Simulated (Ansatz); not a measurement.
Runs of Ansatz 0.2.0 on MnS. It takes space group Fm-3m (No. 225, cubic). The conventional cell has a = 5.209 Å, b = 5.209 Å, c = 5.209 Å, α = 90.00°, β = 90.00°, γ = 90.00°. Mn (site symmetry m-3m) has 6 S at 2.60 Å as nearest neighbours. S (site symmetry m-3m) has 6 Mn at 2.60 Å as nearest neighbours. 

| spin | fixed moment (μB) | k mesh | gap on the mesh (eV) | pressure (GPa) | moment (μB) |
| --- | --- | --- | --- | --- | --- |
| collinear, ferromagnetic start | 6.0 | 7 × 7 × 7 | - | (b) | 6.00 |
| collinear, ferromagnetic start | - | 9 × 9 × 9 | none | -2.9 | 4.71 |
| collinear, random start | - | 9 × 9 × 9 | none | -2.9 | 4.71 |
| collinear, ferromagnetic start | 8.0 | 7 × 7 × 7 | - | 39.0 | 8.00 |
| collinear, ferromagnetic start | 4.0 | 7 × 7 × 7 | - | -9.8 | 4.00 |
| off | - | 9 × 9 × 9 | none | -23.3 | - |
| collinear, ferromagnetic start | 1.0 | 7 × 7 × 7 | - | (a) | 1.00 |
| collinear, ferromagnetic start | 2.0 | 7 × 7 × 7 | - | -19.5 | 2.00 |

Alike in all rows: task single point; level PBE; potentials or basis Ansatz PAW; cell as given; cutoff (eV) 420; smearing fermi-dirac 0.05 eV.

Fill in the values left out.

(a) -17.5; (b) 12.8.

Caveats: a cell with one magnetic atom can't hold antiferromagnetic order, which such compounds often take (some runs); the total moment is fixed, so each spin has its own Fermi level (some runs); the thresholds are loose for stress (some runs); semilocal functionals often make such compounds metallic where correlation or magnetic order opens a gap, which also shifts bond lengths (some runs); a pressure of tens of GPa on the cell as given is suspect, and the run, the potentials or the cell itself is likely at fault (some runs).

A gap of «none» marks a metal or a gap under the smearing width.
